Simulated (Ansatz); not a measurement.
A one-shot G0W0 calculation of BN built on the rocksalt prototype with the plane-wave code Ansatz, at the level G0W0@PBE with 45 empty bands, a screening cutoff of 150 eV and an 8×8×8 mesh. The cell was relaxed with r2SCAN and then strained, so it isn't that functional's minimum.

Input file:
```yaml
crystal:
  lattice:
    - [-0.0107435385, 1.752540661, 1.752540661]
    - [1.752540661, -0.0107435385, 1.752540661]
    - [1.752540661, 1.752540661, -0.0107435385]
  atoms:
    - { symbol: B, position: [0.0, 0.0, 0.0] }
    - { symbol: "N", position: [0.5, 0.5, 0.5] }
kpoints:
  mp_grid: { grid: [8, 8, 8] }
hamiltonian:
  xc: pbe
scf:
  occupations: { method: fixed }
gw:
  n_empty_bands: 45
  ecut_chi: 150
  qp_bands: [v2, c2]
  qp_kpoints: band_edges
  screening: { model: contour_deformation }
```

Command: `ansatz run input.yaml --threads 2 --pin off --max-ram 2211MiB --backend cpu --events-out ev --progress --plain --runs-dir out`.

What the program printed (shortened):
```
Pseudopotential: B, paw, valence charge 3, recommended cutoff 420 eV (normal)
Pseudopotential: N, paw, valence charge 5, recommended cutoff 420 eV (normal)
Functional definition: PBE
Crystal: 2 atoms, lattice volume = 10.864 Å³
Basis set: ecut = 420 eV, 181 PW (Γ)
Bands: 8, of which v1, the nominal top of the filled ones, is band 4 counted from 1 (3 counted from 0)
Symmetry: 12 space group operations
Space group: R-3m (ITA 166)
k-points: 65 of 512
SCF converged after 6 iterations
Free energy (F): -538.764107 eV
Fermi energy:    14.182052 eV
--- Per-component energies (eV) ---
  E_band       = 44.922385
  E_kinetic    = 182.261165
  E_local      = -128.402730
  E_nonlocal   = 55.790649
  E_hartree    = 36.228487
  E_xc         = -92.743716
  E_vxc        = -115.489429
  E_paw        = -205.717755
  E_vpaw       = -21.694364
  E_ewald      = -386.180301
--- G₀W₀: contour deformation, 7 samples at zero and on the imaginary axis and 2 off it, 512 q-points, 45 empty bands' worth ---
    ik  band        ε_KS         Σx   Σc(E_QP)       V_xc       Z   E_QP_lin       E_QP  E_QP is
     0     3     13.2771   -21.8407     2.9442   -18.5489  0.7944    12.9288    12.9295  root
     0     4     13.4892   -21.9088     2.9433   -18.6279  0.7944    13.1509    13.1515  root
     0     5     22.9845   -12.9628    -6.5346   -20.1800  0.7750    23.6687    23.6670  root
     0     6     26.0321    -6.9776    -8.2473   -16.0362  0.7511    26.8488    26.8434  root
     4     3     13.5840   -21.9207     2.5842   -19.0571  0.8003    13.3043    13.3047  root
     4     4     13.6697   -21.9845     2.6167   -19.0905  0.8000    13.3921    13.3925  root
     4     5     19.3779    -7.9370    -5.5853   -14.1900  0.8076    20.0489    20.0457  root
     4     6     19.4603    -7.9051    -5.6223   -14.1970  0.8067    20.1332    20.1299  root
     5     3     12.4707   -21.7765     3.1188   -18.2486  0.7912    12.0604    12.0616  root
     5     4     12.6823   -22.3061     3.0953   -18.8155  0.7906    12.2858    12.2869  root
     5     5     22.5795    -7.4044    -6.8579   -14.9901  0.7766    23.3115    23.3073  root
     5     6     24.0492   -12.6022    -6.8120   -20.1842  0.7694    24.8236    24.8192  root
     9     3     10.7891   -21.3188     3.2757   -17.5564  0.7857    10.3004    10.3024  root
     9     4     13.3672   -21.5461     2.5677   -18.6856  0.8002    13.0740    13.0744  root
     9     5     19.9540    -8.9486    -5.6689   -15.2765  0.8021    20.6162    20.6130  root
     9     6     20.1534    -8.2803    -5.8095   -14.7986  0.7987    20.8661    20.8622  root
    10     3     10.5909   -21.3728     3.4681   -17.3912  0.7820    10.0751    10.0774  root
    10     4     14.1821   -22.1211     2.5302   -19.3611  0.8004    13.9520    13.9523  root
    10     5     20.3456    -7.5285    -6.0629   -14.2872  0.7966    21.0454    21.0414  root
    10     6     21.4643    -8.6968    -6.1819   -15.5969  0.7920    22.1864    22.1825  root
    11     3     11.3625   -21.3157     3.3579   -17.4757  0.7862    10.8785    10.8803  root
    11     4     14.1181   -22.0239     2.6194   -19.1556  0.7982    13.8688    13.8691  root
    11     5     22.1926    -7.3717    -6.6663   -14.7752  0.7816    22.9344    22.9297  root
    11     6     23.0488    -8.8725    -6.7617   -16.3961  0.7786    23.8156    23.8107  root
    16     3      7.1466   -21.1019     4.4887   -15.9762  0.7640     6.5069     6.5096  root
    16     4     13.1253   -21.2775     2.5671   -18.4027  0.7999    12.8169    12.8175  root
    16     5     19.9944    -9.2922    -5.6977   -15.6194  0.8006    20.6270    20.6239  root
    16     6     20.8500    -8.4456    -6.0760   -15.2755  0.7899    21.6090    21.6039  root
    17     3      9.1206   -21.3229     3.8613   -16.8864  0.7754     8.5428     8.5455  root
    17     4      9.2991   -21.3498     3.8506   -16.9287  0.7755     8.7259     8.7286  root
    17     5     15.8331   -11.1116    -4.5682   -16.0189  0.8111    16.1728    16.1723  root
    17     6     23.8281    -6.1783    -5.4693   -12.0119  0.8383    24.1931    24.1925  root
    20     3      8.5946   -21.3356     3.9849   -16.7577  0.7728     7.9989     8.0016  root
    20     4      8.7759   -21.3610     3.9741   -16.7984  0.7727     8.1846     8.1873  root
    20     5     15.3118   -11.8456    -4.3812   -16.5162  0.8106    15.6016    15.6012  root
    20     6     23.0917    -6.2659    -5.3830   -11.9974  0.8390    23.4408    23.4402  root
  […]
```

The points are ik 0 = (0, 0, 0) (Γ), ik 4 = (0, 0, -1/2) (L), ik 5 = (0, 1/8, 1/8), ik 9 = (0, 1/8, -3/8), ik 10 = (0, 1/8, -1/4), ik 11 = (0, 1/8, -1/8), ik 16 = (0, 1/4, -1/4), ik 17 = (0, 3/8, 3/8), ik 20 = (0, -1/2, -1/2) (X), ik 21 = (1/8, 1/8, 1/8), ik 22 = (1/8, 1/8, 1/4), ik 23 = (1/8, 1/8, 3/8); band 4 is the last filled one.

G0W0 moves the gap on the mesh from 1.13 eV (PBE) to 1.65 eV (k = (0, 1/8, -1/4) to X). Renormalisation factors Z lie between 0.75 and 0.84. G0W0 values are finite-basis, finite-mesh values.

Spin-unpolarised throughout. Whether this structure exists isn't addressed.
